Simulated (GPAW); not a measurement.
Here is a GPAW 26.7.0 calculation.

The input run.py:

```python
from ase.dft.bandgap import bandgap
from ase.io import read, write
from ase.units import GPa
from gpaw import GPAW, PW

atoms = read('Hf.cif')

calc = GPAW(mode=PW(500),
            xc='MGGA_X_R2SCAN+MGGA_C_R2SCAN',
            kpts={'size': (8, 8, 4), 'gamma': True},
            occupations={'name': 'fermi-dirac', 'width': 0.05},
            nbands=24,
            maxiter=120,
            txt='gpaw.txt')
atoms.calc = calc
energy = atoms.get_potential_energy()
forces = atoms.get_forces()
stress = atoms.get_stress()
calc.write('gs.gpw')
write('result.traj', atoms)
print(f'Energy: {energy:.6f} eV')
print('Forces (eV/A):')
print(forces.round(4))
print('Stress (GPa):', (stress / GPa).round(3))
print('Fermi level:', round(calc.get_fermi_level(), 4), 'eV')
print(f'Gap: {bandgap(calc)[0]:.4f} eV, direct: {bandgap(calc, direct=True)[0]:.4f} eV')
```

Hf.cif

```cif
data_Hf
_cell_length_a 3.19670000
_cell_length_b 3.19670000
_cell_length_c 5.05780000
_cell_angle_alpha 90.00000000
_cell_angle_beta 90.00000000
_cell_angle_gamma 120.00000000
_space_group_name_H-M_alt 'P1'
_space_group_name_Hall 'P 1'
_space_group_IT_number 1
loop_
_space_group_symop_operation_xyz
'x,y,z'
loop_
_atom_site_label
_atom_site_type_symbol
_atom_site_symmetry_multiplicity
_atom_site_Wyckoff_symbol
_atom_site_fract_x
_atom_site_fract_y
_atom_site_fract_z
_atom_site_occupancy
Hf1 Hf 1 a 0.6666666667 0.3333333333 0.7500000000 1
Hf2 Hf 1 a 0.3333333333 0.6666666667 0.2500000000 1
```

Potentials or basis: GPAW PAW data sets (gpaw-data 1.2.1), pw.

Launch:

```console
$ OMP_NUM_THREADS=1 python run.py
```

(1) What does it give for the band gap on the k mesh?

(2) Estimate the pressure.

Answers

(1) none (metal or under the smearing width).

(2) 0.0 GPa.

Caveat: the cutoff is short for stress and forces, so pressures can be off by a GPa or more; the PAW data sets were made with another functional, which shifts forces and pressure a little.
